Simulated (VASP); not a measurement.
# PbSe in VASP: one cell, several levels of theory

PbSe in the zincblende structure, under +1.9 % shear in the xy plane is computed at one geometry. Runs: PBE, r2SCAN. The results are then set beside those of Ansatz 0.2.0 for the same cell. This is a trial cell built on a prototype, not taken from a measured structure, and it needn't be the compound's ground state.

Code: VASP 6.6.1. PAW datasets, plane waves. These are computed values for a spin-unpolarised cell that may be hypothetical; none is a measurement.

### Step 1. Starting point

The cell comes from an earlier relaxation with r2SCAN in another program, then strained, with the atoms relaxed again.

It is orthorhombic, Imm2 (No. 44); conventional cell a = 4.795 Å, b = 4.888 Å, c = 6.846 Å, 40.11 Å³ an atom. Near Pb stand 4 Se at 2.96–2.97 Å; near Se stand 4 Pb at 2.96–2.97 Å.

As a file:

```
CELL_PARAMETERS angstrom
0.03286 3.42320 3.42320
3.42320 0.03286 3.42320
3.45607 3.45607 0.00000
ATOMIC_POSITIONS crystal
Pb 0.00188 0.00188 0.99812
Se 0.24812 0.24812 0.25188
```

### Step 2. PBE at this geometry

File INCAR:

```
ENCUT = 520.000000
SIGMA = 0.020000
EDIFF = 1.00e-07
GGA = PE
PREC = Accurate
IBRION = -1
ISIF = 2
ISMEAR = -1
NBANDS = 17
NELM = 120
NSW = 0
LASPH = .TRUE.
LCHARG = .FALSE.
LWAVE = .FALSE.
LREAL = .FALSE.
```

File KPOINTS:

```
KPOINTS created by Atomic Simulation Environment
0
Gamma
6 6 6
0 0 0
```

File KPOINTS_OPT:

```
special points
8
Reciprocal
0.0000000000 0.0000000000 0.0000000000 1
-0.5000000000 -0.5000000000 0.0000000000 1
-0.3750000000 -0.3750000000 0.2500000000 1
-0.3750000000 0.0000000000 0.3750000000 1
0.0000000000 0.0000000000 0.5000000000 1
-0.5000000000 -0.2500000000 0.2500000000 1
0.2500000000 0.4869790000 -0.2630210000 1
0.0000000000 0.5000000000 0.5000000000 1
```

File POSCAR:

```
Pb Se
 1.0000000000000000
     0.0328627597000000    3.4232041376000000    3.4232041376000000
     3.4232041376000000    0.0328627597000000    3.4232041376000000
     3.4560668972999999    3.4560668972999999    0.0000000000000000
 Pb  Se
   1   1
Cartesian
  0.0000000000000000  0.0000000000000000  0.0129004145122383
  1.7280334486499997  1.7280334486499997  1.6987016542877618
```

Potentials: the recommended PBE PAW datasets, 20 valence electrons in the neutral cell.

On the command line:

```sh
$ mpirun -np 1 vasp_std
```

Standard output, without the iteration lines:

```text
POSCAR found type information on POSCAR PbSe
 POSCAR found :  2 types and       2 ions
 LDA part: xc-table for (Slater+PW92), standard interpolation
 POSCAR, INCAR and KPOINTS ok, starting setup
 FFT: planning ... GRIDC
 FFT: planning ... GRID_SOFT
 FFT: planning ... GRID
 WAVECAR not read
 entering main loop
 Start KPOINTS_OPT (optional k-point list driver)
k-point batch [1-8\8]
```

OSZICAR:

```text
N       E                     dE             d eps       ncg     rms          rms(c)
DAV:   1     0.160882717875E+03    0.16088E+03   -0.91304E+03  1564   0.110E+03
DAV:   2     0.530523428959E+01   -0.15558E+03   -0.15033E+03  1650   0.287E+02
DAV:   3    -0.793042415234E+01   -0.13236E+02   -0.13130E+02  2002   0.921E+01
DAV:   4    -0.827469858109E+01   -0.34427E+00   -0.34401E+00  1909   0.184E+01
DAV:   5    -0.828625689190E+01   -0.11558E-01   -0.11558E-01  2143   0.312E+00    0.305E+00
DAV:   6    -0.783455477865E+01    0.45170E+00   -0.12105E+00  2351   0.645E+00    0.173E+00
DAV:   7    -0.782887472419E+01    0.56801E-02   -0.16114E-01  1677   0.173E+00    0.903E-01
DAV:   8    -0.783436755751E+01   -0.54928E-02   -0.17985E-02  1791   0.143E+00    0.132E-01
DAV:   9    -0.783454921600E+01   -0.18166E-03   -0.53996E-03  2025   0.573E-01    0.103E-01
DAV:  10    -0.783494231630E+01   -0.39310E-03   -0.64339E-04  1617   0.179E-01    0.360E-02
DAV:  11    -0.783505065723E+01   -0.10834E-03   -0.21164E-04  1845   0.108E-01    0.184E-02
DAV:  12    -0.783506608534E+01   -0.15428E-04   -0.39017E-05  1722   0.546E-02    0.510E-03
DAV:  13    -0.783506745967E+01   -0.13743E-05   -0.18604E-06  1829   0.123E-02    0.295E-03
DAV:  14    -0.783506788402E+01   -0.42435E-06   -0.11378E-06  1693   0.767E-03    0.234E-04
DAV:  15    -0.783506788415E+01   -0.13233E-09   -0.62035E-08  1629   0.149E-03
   1 F= -.78350679E+01 E0= -.78350679E+01  d E =-.280167E-09
       N       E                     dE             ncg
DAV:   1     0.128191945146E+04   -0.43597E+04      272
DAV:   2     0.661855498121E+02   -0.12157E+04      273
DAV:   3    -0.401289663378E+02   -0.10631E+03      366
DAV:   4    -0.430719505160E+02   -0.29430E+01      301
DAV:   5    -0.431755763076E+02   -0.10363E+00      377
DAV:   6    -0.431821519805E+02   -0.65757E-02      367
DAV:   7    -0.431822829209E+02   -0.13094E-03      395
DAV:   8    -0.431822843576E+02   -0.14367E-05      383
DAV:   9    -0.431822843707E+02   -0.13054E-07      264
```

The lines after F= are the extra pass for the points of KPOINTS_OPT, at fixed density; their E is not a total energy.

OUTCAR, selected sections:

```text
k-points           NKPTS =     46   k-points in BZ     NKDIM =     46   number of bands    NBANDS=     17

   NELECT =      20.0000    total number of electrons

   dimension x,y,z NGX =    36 NGY =   36 NGZ =   36
   dimension x,y,z NGXF=    72 NGYF=   72 NGZF=   72

  energy-cutoff  :      520.00
  volume of cell :       80.22
      direct lattice vectors                 reciprocal lattice vectors
     0.032862760  3.423204138  3.423204138    -0.147477774  0.147477774  0.146061988
     3.423204138  0.032862760  3.423204138     0.147477774 -0.147477774  0.146061988
     3.456066897  3.456066897  0.000000000     0.144673126  0.144673126 -0.146061988

 k-points in reciprocal lattice and weights: KPOINTS created by Atomic Simulation Env
   0.00000000  0.00000000  0.00000000       0.005
   0.16666667  0.00000000  0.00000000       0.019
   0.33333333 -0.00000000  0.00000000       0.019
   0.50000000 -0.00000000  0.00000000       0.009
   0.16666667  0.16666667  0.00000000       0.009
   0.33333333  0.16666667  0.00000000       0.019
   0.50000000  0.16666667  0.00000000       0.019
  -0.33333333  0.16666667  0.00000000       0.019
[... 38 more k-points ...]

 E-fermi :   2.6163

 k-point     1 :       0.0000    0.0000    0.0000
  band No.  band energies     occupation
      1     -14.4570      2.00000
      2     -14.4567      2.00000
      3     -14.4558      2.00000
      4     -14.4259      2.00000
      5     -14.4257      2.00000
      6     -10.4423      2.00000
      7      -4.0458      2.00000
      8       0.6875      2.00000
      9       0.7192      2.00000
     10       0.7538      2.00000
     11       4.4196      0.00000
     12       4.4591      0.00000
     13       4.4967      0.00000
     14       7.0593      0.00000
     15      10.5624      0.00000
     16      10.5673      0.00000
     17      11.3756      0.00000

 k-point     2 :       0.1667    0.0000    0.0000
  band No.  band energies     occupation
      1     -14.4637      2.00000
      2     -14.4543      2.00000
      3     -14.4534      2.00000
      4     -14.4258      2.00000
      5     -14.4255      2.00000
      6     -10.3121      2.00000
      7      -4.4277      2.00000
      8       0.5306      2.00000
      9       0.5709      2.00000
     10       0.7096      2.00000
     11       4.4198      0.00000
     12       4.6862      0.00000
     13       4.7241      0.00000
     14       8.1523      0.00000
     15       9.8059      0.00000
     16       9.8721      0.00000
     17      10.7784      0.00000

 k-point     3 :       0.3333   -0.0000    0.0000
  band No.  band energies     occupation
      1     -14.4772      2.00000
      2     -14.4501      2.00000
      3     -14.4495      2.00000
      4     -14.4247      2.00000
      5     -14.4242      2.00000
      6     -10.0134      2.00000
      7      -5.1603      2.00000
      8       0.2669      2.00000
      9       0.3026      2.00000
     10       0.4496      2.00000
     11       5.0705      0.00000
     12       5.0855      0.00000
     13       5.2416      0.00000
     14       8.8178      0.00000
     15       9.8672      0.00000
     16      10.0165      0.00000
     17      11.1961      0.00000

 k-point     4 :       0.5000   -0.0000    0.0000
  band No.  band energies     occupation
      1     -14.4839      2.00000
      2     -14.4486      2.00000
      3     -14.4481      2.00000
      4     -14.4235      2.00000
      5     -14.4230      2.00000
      6      -9.8372      2.00000
      7      -5.5294      2.00000
      8       0.1527      2.00000
      9       0.1865      2.00000
     10       0.2894      2.00000
     11       5.1880      0.00000
     12       5.2112      0.00000
     13       6.0260      0.00000
     14       8.8548      0.00000
     15      10.2709      0.00000
     16      10.6266      0.00000
     17      10.8632      0.00000

[... the tables of k-points 5 to 46 left out ...]

  Total        0.3672018      0.3672018      0.3628821      0.0583293      0.0000000      0.0000000
  in kB        7.3337657      7.3337657      7.2474932      1.1649546      0.0000000      0.0000000
  external PRESSURE =       7.3050082 kB  Pullay stress =       0.0000000 kB

 POSITION                                       TOTAL-FORCE (eV/Angst)
 -----------------------------------------------------------------------------------
      3.45607      3.45607      0.01290         0.000000      0.000000      0.001505
      1.72803      1.72803      1.69870         0.000000      0.000000     -0.001505
 -----------------------------------------------------------------------------------
    total drift:                               -0.000000     -0.000000     -0.000124

  FREE ENERGIE OF THE ION-ELECTRON SYSTEM (eV)
  ---------------------------------------------------
  free  energy   TOTEN  =        -7.8350678842 eV

  energy  without entropy=       -7.8350678839  energy(sigma->0) =       -7.83506788
```

Hardware: 1 MPI rank of Intel Xeon 6975P-C, shared host.

The levels at the points of KPOINTS_OPT are read from vasprun.xml.

Levels at the named points, in eV from the top of band v (v: the last filled band by count, c: the next):

| point | v−1 | v | c | c+1 |
| --- | --- | --- | --- | --- |
| Γ | -1.64 | -1.61 | 2.06 | 2.10 |
| X | -2.81 | -0.54 | 0.63 | 4.81 |
| U | -2.61 | -0.33 | 1.59 | 3.97 |
| K | -2.66 | -0.39 | 1.66 | 3.91 |
| L | -2.13 | -1.98 | 2.87 | 2.89 |
| W | -3.06 | 0.00 | 2.15 | 2.74 |

PBE gives an indirect gap of 0.62 eV, from (0.25, 0.49, -0.26) to (0.00, 0.50, 0.50); the least direct gap is 1.15 eV. Pressure: 0.73 GPa; the forces vanish within 0.01 eV/Å.

### Step 3. Single point with r2SCAN

File INCAR:

```
ENCUT = 520.000000
SIGMA = 0.010000
EDIFF = 1.00e-07
ALGO = Normal
METAGGA = R2SCAN
PREC = Accurate
IBRION = -1
ISIF = 2
ISMEAR = 0
NBANDS = 17
NELM = 120
NSW = 0
LASPH = .TRUE.
LCHARG = .FALSE.
LWAVE = .FALSE.
LREAL = .FALSE.
```

KPOINTS is that of step 2.

KPOINTS_OPT is that of step 2.

POSCAR is that of step 2.

On the command line:

```sh
$ mpirun -np 1 vasp_std
```

Standard output, without the iteration lines:

```text
POSCAR found type information on POSCAR PbSe
 POSCAR found :  2 types and       2 ions
 -----------------------------------------------------------------------------
|                                                                             |
|                                                                             |
|     You enforced a specific xc type in the INCAR file but a different       |
|     I HOPE YOU KNOW WHAT YOU ARE DOING!                                     |
|                                                                             |
 -----------------------------------------------------------------------------

 LDA part: xc-table for (None), standard interpolation
 POSCAR, INCAR and KPOINTS ok, starting setup
 FFT: planning ... GRIDC
 FFT: planning ... GRID_SOFT
 FFT: planning ... GRID
 WAVECAR not read
 entering main loop
 Start KPOINTS_OPT (optional k-point list driver)
k-point batch [1-8\8]
```

OSZICAR:

```text
N       E                     dE             d eps       ncg     rms          rms(c)
DAV:   1     0.971829678420E+02    0.97183E+02   -0.92684E+03  1564   0.112E+03
DAV:   2    -0.626556831476E+02   -0.15984E+03   -0.15438E+03  1641   0.293E+02
DAV:   3    -0.760917656345E+02   -0.13436E+02   -0.13289E+02  2010   0.932E+01
DAV:   4    -0.764366240418E+02   -0.34486E+00   -0.34458E+00  1901   0.184E+01
DAV:   5    -0.764481830778E+02   -0.11559E-01   -0.11559E-01  2188   0.311E+00    0.321E+00
DAV:   6    -0.714413572237E+02    0.50068E+01   -0.22067E+00  1943   0.239E+01    0.222E+00
DAV:   7    -0.714321781943E+02    0.91790E-02   -0.31334E-01  1773   0.435E+00    0.115E+00
DAV:   8    -0.714441174530E+02   -0.11939E-01   -0.18198E-02  1880   0.161E+00    0.530E-01
DAV:   9    -0.714490569035E+02   -0.49395E-02   -0.10954E-02  1681   0.109E+00    0.201E-01
DAV:  10    -0.714488598659E+02    0.19704E-03   -0.11825E-03  2071   0.507E-01    0.458E-02
DAV:  11    -0.714490887987E+02   -0.22893E-03   -0.42951E-04  1716   0.184E-01    0.435E-02
DAV:  12    -0.714490458657E+02    0.42933E-04   -0.12915E-04  1937   0.152E-01    0.826E-03
DAV:  13    -0.714490469584E+02   -0.10927E-05   -0.13552E-05  2201   0.319E-02    0.441E-03
DAV:  14    -0.714490465986E+02    0.35981E-06   -0.15894E-06  2080   0.150E-02    0.263E-03
DAV:  15    -0.714490466912E+02   -0.92611E-07   -0.58993E-07  1808   0.114E-02
   1 F= -.71449047E+02 E0= -.71449047E+02  d E =-.960879E-32
       N       E                     dE             ncg
DAV:   1     0.123016661055E+04   -0.44115E+04      272
DAV:   2    -0.276926293374E+02   -0.12579E+04      280
DAV:   3    -0.135036717676E+03   -0.10734E+03      357
DAV:   4    -0.137997042514E+03   -0.29603E+01      332
DAV:   5    -0.138092354212E+03   -0.95312E-01      370
DAV:   6    -0.138097940269E+03   -0.55861E-02      397
DAV:   7    -0.138097977243E+03   -0.36974E-04      380
DAV:   8    -0.138097978293E+03   -0.10502E-05      382
DAV:   9    -0.138097978304E+03   -0.11373E-07      261
```

OUTCAR, selected sections:

```text
k-points           NKPTS =     46   k-points in BZ     NKDIM =     46   number of bands    NBANDS=     17

   NELECT =      20.0000    total number of electrons

   dimension x,y,z NGX =    36 NGY =   36 NGZ =   36
   dimension x,y,z NGXF=    72 NGYF=   72 NGZF=   72

  energy-cutoff  :      520.00
  volume of cell :       80.22
      direct lattice vectors                 reciprocal lattice vectors
     0.032862760  3.423204138  3.423204138    -0.147477774  0.147477774  0.146061988
     3.423204138  0.032862760  3.423204138     0.147477774 -0.147477774  0.146061988
     3.456066897  3.456066897  0.000000000     0.144673126  0.144673126 -0.146061988

 k-points in reciprocal lattice and weights: KPOINTS created by Atomic Simulation Env
   0.00000000  0.00000000  0.00000000       0.005
   0.16666667  0.00000000  0.00000000       0.019
   0.33333333 -0.00000000  0.00000000       0.019
   0.50000000 -0.00000000  0.00000000       0.009
   0.16666667  0.16666667  0.00000000       0.009
   0.33333333  0.16666667  0.00000000       0.019
   0.50000000  0.16666667  0.00000000       0.019
  -0.33333333  0.16666667  0.00000000       0.019
[... 38 more k-points ...]

 E-fermi :   2.1008

 k-point     1 :       0.0000    0.0000    0.0000
  band No.  band energies     occupation
      1     -15.2537      2.00000
      2     -15.2535      2.00000
      3     -15.2526      2.00000
      4     -15.2174      2.00000
      5     -15.2173      2.00000
      6     -11.1638      2.00000
      7      -4.3132      2.00000
      8       0.3815      2.00000
      9       0.4127      2.00000
     10       0.4471      2.00000
     11       4.4642      0.00000
     12       4.5041      0.00000
     13       4.5416      0.00000
     14       7.0068      0.00000
     15      10.8685      0.00000
     16      10.8734      0.00000
     17      11.5691      0.00000

 k-point     2 :       0.1667    0.0000    0.0000
  band No.  band energies     occupation
      1     -15.2614      2.00000
      2     -15.2509      2.00000
      3     -15.2500      2.00000
      4     -15.2173      2.00000
      5     -15.2170      2.00000
      6     -11.0265      2.00000
      7      -4.7365      2.00000
      8       0.2242      2.00000
      9       0.2639      2.00000
     10       0.4376      2.00000
     11       4.4272      0.00000
     12       4.7366      0.00000
     13       4.7740      0.00000
     14       8.1542      0.00000
     15      10.0194      0.00000
     16      10.0910      0.00000
     17      10.8414      0.00000

 k-point     3 :       0.3333   -0.0000    0.0000
  band No.  band energies     occupation
      1     -15.2766      2.00000
      2     -15.2464      2.00000
      3     -15.2457      2.00000
      4     -15.2163      2.00000
      5     -15.2157      2.00000
      6     -10.7118      2.00000
      7      -5.5363      2.00000
      8      -0.0429      2.00000
      9      -0.0076      2.00000
     10       0.2164      2.00000
     11       5.1216      0.00000
     12       5.1442      0.00000
     13       5.2665      0.00000
     14       8.8079      0.00000
     15      10.0813      0.00000
     16      10.2391      0.00000
     17      11.2816      0.00000

 k-point     4 :       0.5000   -0.0000    0.0000
  band No.  band energies     occupation
      1     -15.2841      2.00000
      2     -15.2446      2.00000
      3     -15.2440      2.00000
      4     -15.2152      2.00000
      5     -15.2145      2.00000
      6     -10.5264      2.00000
      7      -5.9348      2.00000
      8      -0.1593      2.00000
      9      -0.1260      2.00000
     10       0.0656      2.00000
     11       5.2440      0.00000
     12       5.2709      0.00000
     13       6.0758      0.00000
     14       8.8524      0.00000
     15      10.3767      0.00000
     16      10.8737      0.00000
     17      11.1202      0.00000

[... the tables of k-points 5 to 46 left out ...]

  Total       -0.0040796     -0.0040796     -0.0092178      0.0719574      0.0000000      0.0000000
  in kB       -0.0814779     -0.0814779     -0.1840976      1.4371346      0.0000000      0.0000000
  external PRESSURE =      -0.1156845 kB  Pullay stress =       0.0000000 kB

 POSITION                                       TOTAL-FORCE (eV/Angst)
 -----------------------------------------------------------------------------------
      3.45607      3.45607      0.01290         0.000000      0.000000     -0.002930
      1.72803      1.72803      1.69870        -0.000000     -0.000000      0.002930
 -----------------------------------------------------------------------------------
    total drift:                               -0.000000     -0.000000     -0.000126

  FREE ENERGIE OF THE ION-ELECTRON SYSTEM (eV)
  ---------------------------------------------------
  free  energy   TOTEN  =       -71.4490466912 eV

  energy  without entropy=      -71.4490466912  energy(sigma->0) =      -71.44904669
```

Hardware: 1 MPI rank of Intel Xeon 6975P-C, shared host.

The levels at the points of KPOINTS_OPT are read from vasprun.xml.

Band energies at the special points (eV, zero at the top of v, the last band that the electrons fill by count):

| point | v−1 | v | c | c+1 |
| --- | --- | --- | --- | --- |
| Γ | -1.75 | -1.71 | 2.31 | 2.35 |
| X | -2.93 | -0.56 | 0.80 | 5.16 |
| U | -2.73 | -0.33 | 1.79 | 4.27 |
| K | -2.78 | -0.39 | 1.86 | 4.20 |
| L | -2.24 | -1.99 | 3.13 | 3.15 |
| W | -3.19 | 0.00 | 2.46 | 2.90 |

Gap with r2SCAN: 0.79 eV, valence top at (0.25, 0.49, -0.26), conduction bottom at (0.00, 0.50, 0.50). Least direct gap: 1.34 eV. Pressure: -0.01 GPa; the forces vanish within 0.01 eV/Å.

### Step 4. Results

| level | gap (eV) | pressure (GPa) | Ansatz: gap (eV) | Ansatz: pressure (GPa) |
| --- | --- | --- | --- | --- |
| PBE | 0.62 | 0.73 | 0.62 | 0.74 |
| r2SCAN | 0.79 | -0.01 | 0.79 | -0.02 |

The gap runs from 0.62 eV (PBE) to 0.79 eV (r2SCAN). Spin-orbit coupling is left out, though the cell holds Pb (Z = 82); in an element this heavy it can shift bands and gaps by tenths of an eV. The pressure is highest with PBE (0.7 GPa) and lowest with r2SCAN (0.0 GPa), which orders the cells that they would relax to. The two programs agree on the gap within 0.01 eV, far less than the spread between functionals. The two codes have different PAW datasets and cutoffs. VASP's cell holds 20 valence electrons and Ansatz's 30.
